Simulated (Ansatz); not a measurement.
**Nudged elastic band run: HW$_{4}$C$_{4}$**

Input file:

```yaml
crystal:
  lattice:
    - [5.7868, 0.0, 0.0]
    - [-2.8934, 5.011516, 0.0]
    - [0.0, 0.0, 17.24725]
  atoms:
    - { symbol: W, position: [0.0, 0.0, 0.0579803] }
    - { symbol: C, position: [0.33336877, 0.1667025, 0.13462228] }
    - { symbol: W, position: [-0.00012226, -0.00012603, 0.22478262] }
    - { symbol: C, position: [0.33317607, 0.16650546, 0.28953225] }
    - { symbol: W, position: [0.0, 0.5, 0.0579803] }
    - { symbol: C, position: [0.33336265, 0.66670586, 0.13465437] }
    - { symbol: W, position: [-0.00011571, 0.49985644, 0.2247368] }
    - { symbol: C, position: [0.33313002, 0.66644635, 0.28952635] }
    - { symbol: W, position: [0.5, 0.0, 0.0579803] }
    - { symbol: C, position: [0.8333284, 0.16667251, 0.13461927] }
    - { symbol: W, position: [0.49991343, -0.00011711, 0.22478119] }
    - { symbol: C, position: [0.83323176, 0.16653792, 0.28953861] }
    - { symbol: W, position: [0.5, 0.5, 0.0579803] }
    - { symbol: C, position: [0.83334082, 0.66672258, 0.13462359] }
    - { symbol: W, position: [0.49988781, 0.49984994, 0.22476781] }
    - { symbol: C, position: [0.83327293, 0.66650728, 0.28952436] }
    - { symbol: H, position: [0.69594936, 0.28664307, 0.47072772] }
    - { symbol: H, position: [0.67316799, 0.40339978, 0.47307195] }
basis:
  ecutwfc: 420.0
kpoints:
  mp_grid: { grid: [4, 4, 1] }
hamiltonian:
  xc: pbe
  pseudopotentials: { kind: paw, azcp: { folder: soft_1 } }
scf:
  occupations: { method: fermi_dirac, width: 0.05 }
  lower_state_search: "off"
neb:
  images: 7
  f_tol: 0.05
  initial_path: idpp
  max_iterations: 43
  optimiser: lbfgs
  constraints: [{ sites: [0, 4, 8, 12] }]
  final_atoms:
    - { symbol: W, position: [0.0, 0.0, 0.05798026] }
    - { symbol: C, position: [0.33145335, 0.16572667, 0.13450386] }
    - { symbol: W, position: [-0.0009639, -0.00048195, 0.22628518] }
    - { symbol: C, position: [0.34016902, 0.1700845, 0.28930356] }
    - { symbol: W, position: [-2.0e-08, 0.49999999, 0.05798026] }
    - { symbol: C, position: [0.33366179, 0.66683089, 0.13503789] }
    - { symbol: W, position: [0.00338158, 0.50169079, 0.22238353] }
    - { symbol: C, position: [0.3370863, 0.66854315, 0.29483662] }
    - { symbol: W, position: [0.5, 0.0, 0.05798026] }
    - { symbol: C, position: [0.83413121, 0.16575863, 0.13455415] }
    - { symbol: W, position: [0.50117221, 0.00153429, 0.22368064] }
    - { symbol: C, position: [0.82632712, 0.16993739, 0.2923408] }
    - { symbol: W, position: [0.49999999, 0.49999998, 0.05798026] }
    - { symbol: C, position: [0.8341312, 0.66837256, 0.13455415] }
    - { symbol: W, position: [0.5011722, 0.4996379, 0.22368064] }
    - { symbol: C, position: [0.82632711, 0.6563897, 0.2923408] }
    - { symbol: H, position: [0.85224772, 0.42612385, 0.32101504] }
    - { symbol: H, position: [0.33456644, 0.66728322, 0.35808669] }
  order_check: true
```

Run as:

```bash
$ ansatz run input.yaml --threads 4 --pin off --max-ram 10240MiB --backend cpu --events-out ev --progress --plain --runs-dir out
```

Output, in part (warnings, iteration lines):

```
NEB end point (image 0): max|allowed force component| = 8.377e-3 eV/Å (the criterion of neb.relax_end_points is 1.000e-2)
NEB end point (image 8): max|allowed force component| = 4.101e-3 eV/Å (the criterion of neb.relax_end_points is 1.000e-2)
NEB iter   1: max|band force component| = 4.141e0 eV/Å  barrier→ = 5.2053 eV  barrier← = 6.7389 eV  Δτ_max = 0.0701 Å  (109 SCF iters)
NEB iter   2: max|band force component| = 3.390e0 eV/Å  barrier→ = 5.1465 eV  barrier← = 6.6801 eV  Δτ_max = 0.2000 Å  (54 SCF iters)
NEB iter   3: max|band force component| = 2.752e0 eV/Å  barrier→ = 5.0174 eV  barrier← = 6.5510 eV  Δτ_max = 0.2000 Å  (57 SCF iters)
NEB iter   4: max|band force component| = 3.040e0 eV/Å  barrier→ = 4.8878 eV  barrier← = 6.4214 eV  Δτ_max = 0.0595 Å  (56 SCF iters)
NEB iter   5: max|band force component| = 2.159e0 eV/Å  barrier→ = 4.8502 eV  barrier← = 6.3837 eV  Δτ_max = 0.1655 Å  (49 SCF iters)
NEB iter   6: max|band force component| = 2.313e0 eV/Å  barrier→ = 4.7190 eV  barrier← = 6.2525 eV  Δτ_max = 0.0424 Å  (57 SCF iters)
NEB iter   7: max|band force component| = 1.838e0 eV/Å  barrier→ = 4.6804 eV  barrier← = 6.2140 eV  Δτ_max = 0.1925 Å  (50 SCF iters)
NEB iter   8: max|band force component| = 1.159e1 eV/Å  barrier→ = 4.4382 eV  barrier← = 5.9718 eV  Δτ_max = 0.2000 Å  (60 SCF iters)
[... lines left out ...]
NEB iter  43: max|band force component| = 1.557e0 eV/Å  barrier→ = 0.6973 eV  barrier← = 2.2309 eV  Δτ_max = 0.0283 Å  (42 SCF iters)
Error: NEB band did not converge after 43 iterations: max|band force component| = 1.56e0 eV/Å (threshold 5.0e-2); raise `neb.max_iterations` in a new run, which can start from the last band evaluated (`neb.initial_path`, with `crystal.atoms` and `neb.final_atoms` set to its first and last images), …
```

It did not converge within its limit. The band didn't meet its force threshold, so its energies are provisional: the largest band force was still 1.56 eV/Å, and over the last iterations the top moved between 0.66 and 0.70 eV. Neighbouring images lie up to 1.7 Å apart, so the band is torn or far too coarse. Inner images lie below an end point, which means an intermediate or an end that isn't the lowest structure nearby. Limits of this set-up: coarse k mesh, thin slab, slab without dipole correction, no dispersion correction for a molecule that may bind weakly, a typed lattice constant that wasn't relaxed here.

Final band (atoms are numbered from 1 in the order of the input):

```tsv
image	path coordinate (Å)	energy (eV)	H17–H18 (Å)	W7–H17 (Å)	C8–H18 (Å)
0	0.00	0.00	0.75	4.52	4.38
1	0.88	0.01	0.75	4.02	3.83
2	1.82	0.14	0.75	3.45	3.30
3	2.92	0.70	0.81	2.72	3.06
4	4.26	-1.31	1.84	1.79	2.65
5	5.93	-2.51	2.48	2.69	3.10
6	7.47	-1.43	2.89	2.82	1.43
7	8.94	-2.67	2.84	2.81	1.09
8	10.36	-1.53	2.50	1.86	1.09
```

The run took 58 min on 4 threads of Arm Neoverse V1, with other jobs on the host, peak memory 3.3 GiB.
